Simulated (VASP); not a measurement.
Crystal: SrTe.

```
Te Sr
1.0
     0.00000    3.35584    3.35584
     3.35584    0.00000    3.35584
     3.35584    3.35584    0.00000
Te Sr
1 1
Direct
  0.50000 0.50000 0.50000
  0.00000 0.00000 0.00000
```

The cell was built by a generator and needn't be a form met in nature.

```yaml
Program: VASP 6.6.1
Task: relaxation of cell and atoms
Functional: LDA
Potentials_or_basis: VASP PAW LDA potentials, release 64 (Te, Sr_sv)
Cutoff: 600 eV
k_mesh: 8 × 8 × 8
Occupations: gaussian, width 0.03 eV
Spin: no spin polarisation
```

At the start: pressure -2.6 GPa; volume 37.79 Å³/atom.

**Question.** Where does the relaxation end?

**Answer.** Over 3 steps the energy falls by 25.5 meV/atom and the volume is 34.89 Å³/atom (-7.7 %); space group Fm-3m (No. 225, to 0.05 Å).

Step by step:
```
step  energy change (eV)  largest force (eV/Å)  pressure (GPa)  volume (Å³)
   1              0.0000                0.0000           -2.63        75.58
   2             -0.0499                0.0000            0.47        69.00
   3             -0.0511                0.0000            0.00        69.79
```

Final structure:
```
CELL_PARAMETERS angstrom
0.00000 3.26773 3.26773
3.26773 0.00000 3.26773
3.26773 3.26773 0.00000
ATOMIC_POSITIONS crystal
Te 0.50000 0.50000 0.50000
Sr 0.00000 0.00000 0.00000
```
